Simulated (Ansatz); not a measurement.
Relaxed ZrO$_{2}$ (fluorite):

```yaml
crystal:
  lattice:
    - [0.00000, 5.11588, 5.11588]
    - [2.55794, 0.00000, 2.55794]
    - [2.55794, 2.55794, 0.00000]
  atoms:
    - { symbol: Zr, position: [0.00000, 0.00000, 0.00000] }
    - { symbol: Zr, position: [0.50000, 0.00000, 0.00000] }
    - { symbol: O, position: [0.12500, 0.25000, 0.25000] }
    - { symbol: O, position: [0.62500, 0.25000, 0.25000] }
    - { symbol: O, position: [0.37500, 0.75000, 0.75000] }
    - { symbol: O, position: [0.87500, 0.75000, 0.75000] }
```

The atoms are displaced by Q × the pattern below (from a DFPT mode at L = (0.5, 0.0, 0.0), largest move 1; Q in Å), at fixed cell. It is one choice among 2 degenerate patterns. (q is in reciprocal vectors of the primitive cell; the cell shown is doubled to hold the pattern.)

```json
[
 {"atom": "O3", "x": "-0.285", "y": "0.520", "z": "-0.805"},
 {"atom": "O4", "x": "0.285", "y": "-0.520", "z": "0.805"},
 {"atom": "O5", "x": "-0.285", "y": "0.520", "z": "-0.805"},
 {"atom": "O6", "x": "0.285", "y": "-0.520", "z": "0.805"}
]
```

Atoms not listed stay in place.

All values below come from PBE (plane waves to 420 eV, PAW, scalar-relativistic; Ansatz, a first-principles code). k mesh 11×11×11 (Γ-centred), Fermi-Dirac smearing 0.05 eV. Energies are smeared free energies. The PAW data are Ansatz's earlier set. This is a high-temperature form of ZrO2. ZrO2 is run without spin polarisation. ZrO2 was relaxed with its symmetry unable to fall. The zero of ΔE is the undisplaced structure.

```json
[
 {"Q (Å)": "-0.280", "ΔE (meV/cell)": "2218"},
 {"Q (Å)": "-0.187", "ΔE (meV/cell)": "970"},
 {"Q (Å)": "-0.093", "ΔE (meV/cell)": "240"},
 {"Q (Å)": "0.000", "ΔE (meV/cell)": "0"},
 {"Q (Å)": "0.093", "ΔE (meV/cell)": "240"},
 {"Q (Å)": "0.187", "ΔE (meV/cell)": "970"},
 {"Q (Å)": "0.280", "ΔE (meV/cell)": "2218"}
]
```

Task: Which DFPT wavenumber at L = (0.5, 0.0, 0.0) belongs to this mode?
A) 377 cm⁻¹
B) 238 cm⁻¹
C) 483 cm⁻¹
D) 106 cm⁻¹

Result: C, 483 cm⁻¹. The curvature of the scan gives 483 cm⁻¹

(For displaced atoms, the force is minus the slope of the energy, and its curvature is a force constant, which sets phonon frequencies.)
